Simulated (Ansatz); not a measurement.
Cu Kα1 powder pattern (kinematic, no thermal factors).
2θ (°) (relative intensity): 13.83 (18), 20.80 (8), 27.86 (4), 29.57 (6), 30.40 (12), 32.78 (10), 35.02 (2), 36.43 (36), 41.07 (5), 42.31 (100), 42.34 (50), 42.92 (4), 44.72 (4), 46.48 (4), 47.60 (3), 51.42 (3), 52.48 (2), 56.05 (2), 59.02 (1), 61.38 (29), 61.40 (57), 61.85 (1), 63.25 (1), 65.55 (1), 66.04 (1), 68.71 (1), 69.58 (1), 70.03 (2), 71.35 (2), 72.67 (1), 73.52 (12), 73.56 (6), 76.53 (2), 77.39 (26), 80.34 (1), 84.95 (1)

The pattern is computed from a structure relaxed with DFT PBE, scalar-relativistic, plane waves, PAW in Ansatz. No spin polarisation. Its elements are Mg, O, Zn.

**Question.** Give the structure.

**Answer.** Mg5ZnO6.
Space group P4/mmm (No. 123). a = 3.019 Å, b = 3.019 Å, c = 12.799 Å, α = 90.00°, β = 90.00°, γ = 90.00°
```csv
atom,site,symmetry,x,y,z
Mg,2g,4mm,0.0000,0.0000,0.6656
Mg,1d,4/mmm,0.5000,0.5000,0.5000
Mg,2h,4mm,0.5000,0.5000,0.1668
Zn,1a,4/mmm,0.0000,0.0000,0.0000
O,1b,4/mmm,0.0000,0.0000,0.5000
O,2h,4mm,0.5000,0.5000,0.3340
O,2g,4mm,0.0000,0.0000,0.1691
O,1c,4/mmm,0.5000,0.5000,0.0000
```

A pattern alone doesn't exclude other cells with like lines; this is the one computed.

The cell was found from a structure generator's guess, not taken from experiment.
